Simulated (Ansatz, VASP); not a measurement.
**One calculation of AlN, two programs**

```
CELL_PARAMETERS angstrom
3.12859 0.00000 0.00000
-1.56429 2.70944 0.00000
0.00000 0.00000 5.01695
ATOMIC_POSITIONS crystal
Al 0.66667 0.33333 0.49929
Al 0.33333 0.66667 0.99929
N 0.66667 0.33333 0.88071
N 0.33333 0.66667 0.38071
```

The cell is a database's computed one.

Alike in both runs: task single point; functional PBE; k mesh 6 × 6 × 4; occupations gaussian, width 0.1 eV; no spin polarisation.

|  | VASP | Ansatz |
| --- | --- | --- |
| version | VASP 6.6.1 | Ansatz 0.2.0 |
| potentials or method | VASP PAW PBE potentials, release 64 (Al, N) | scalar-relativistic, plane waves, PAW |
| plane-wave cutoff (eV) | 520 | 420 |
| valence electrons in the cell | 16 | 16 |

|  | VASP | Ansatz | Ansatz less VASP |
| --- | --- | --- | --- |
| gap on the k mesh at the Fermi level (eV) | 4.06 | 4.05 | -0.009 |
| least direct gap on the mesh (eV) | 4.06 | 4.05 | -0.009 |
| pressure (GPa) | 0.0 | 0.2 | +0.29 |
| largest component of the traceless stress (GPa) | 0.02 | 0.06 | +0.035 |

Ansatz warned: «structure_snapped_to_symmetry».

Expect the measured gap to be larger: semilocal functionals such as PBE lack the derivative discontinuity.
